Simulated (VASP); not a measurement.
Os:

```
Os
1.0
     0.00000    1.91293    1.91293
     1.91293    0.00000    1.91293
     1.91293    1.91293    0.00000
Os
1
Direct
  0.00000 0.00000 0.00000
```

This isn't the form of Os at room conditions, which is hcp.

| Item | Value |
| --- | --- |
| Program | VASP 6.6.1 |
| Task | relaxation of cell and atoms |
| Functional | LDA |
| Potentials or basis | VASP PAW LDA potentials, release 64 (Os) |
| Cutoff | 600 eV |
| k mesh | 18 × 18 × 18 |
| Occupations | gaussian, width 0.1 eV |
| Spin | no spin polarisation |

At the start: pressure -6.8 GPa; volume 14.00 Å³/atom.

Task: Where does the relaxation end?

Result: Over 4 steps the energy falls by 4.7 meV/atom and the volume is 13.78 Å³/atom (-1.6 %); space group Fm-3m (No. 225, to 0.05 Å).

The path:
```
step  energy change (eV)  largest force (eV/Å)  pressure (GPa)  volume (Å³)
   1              0.0000                0.0000           -6.75        14.00
   2              0.0988                0.0000           37.58        12.84
   3             -0.0047                0.0000           -0.24        13.79
   4             -0.0047                0.0000           -0.03        13.78
```

Final structure:
```yaml
crystal:
  lattice:
    - [0.00000, 1.90299, 1.90299]
    - [1.90299, 0.00000, 1.90299]
    - [1.90299, 1.90299, 0.00000]
  atoms:
    - { symbol: Os, position: [0.00000, 0.00000, 0.00000] }
```
